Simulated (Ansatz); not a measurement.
## A computed series for BAs: element substitutions

Take BAs in the zinc blende structure (space group F-43m, No. 216; a = 4.784 Å) as the base.

Each row replaces one element on all its sites; cell and atoms are relaxed.

Calculations: Kohn–Sham DFT with the r2SCAN functional, run in Ansatz (a first-principles code) with PAW and 500 eV plane waves, scalar-relativistic without spin-orbit coupling.

```
case     band gap  lattice parameter a
-------  --------  -------------------
base      1.38 eV             478.4 pm
As → P    1.41 eV             453.6 pm
As → Ga      zero           (withheld)
B → Be       zero             515.6 pm
```

Some entries are withheld; estimate them.


- As → Ga, lattice parameter a: 490.7 pm

Whether these cells are dynamically stable was not tested. As relaxed here, GaB and BeAs are hypothetical phases, not in the database extracts checked. All final runs are without spin polarisation. An odd electron count without spin: BeAs.
